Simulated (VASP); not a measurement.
Input of a VASP 6.6.1 run:

Contents of INCAR:

```
SYSTEM = BAs
PREC = Accurate ; ENCUT = 520
EDIFF = 1E-7 ; ISMEAR = 0
SIGMA = 0.02 ; LREAL = .False.
LASPH = .True. ; NELM = 60
ALGO = Normal ; ISIF = 2
LWAVE = .False. ; LCHARG = .False.
GGA = PE ; NBANDS = 11
```

Contents of KPOINTS:

```
regular mesh
0
Gamma
  8 8 8
  0 0 0
```

Contents of POSCAR:

```
BAs                                     
1.0
    0.0000000000      2.3336817789      2.3336817789
    2.3336817789      0.0000000000      2.3336817789
    2.3336817789      2.3336817789      0.0000000000
  B               As            
     1     1
Direct
     0.0000000000000000    0.0000000000000000    0.0000000000000000
     0.2500000000000000    0.2500000000000000    0.2500000000000000
```

Potentials or basis: VASP PAW PBE potentials, release 64 (B, As).

Launch:

```console
$ cat potpaw_PBE.64/B/POTCAR potpaw_PBE.64/As/POTCAR > POTCAR
$ mpirun -np 1 vasp_std > vasp.out
```

Task: Estimate the pressure.

Result: 15.1 GPa.

Task: Estimate the band gap on the k mesh.

Result: 1.12 eV, indirect (least direct gap 3.37 eV).

Caveat: so large a pressure means that the cell lies far from this level's equilibrium, or that cutoff or potentials fall short. A k mesh can miss the band edges.
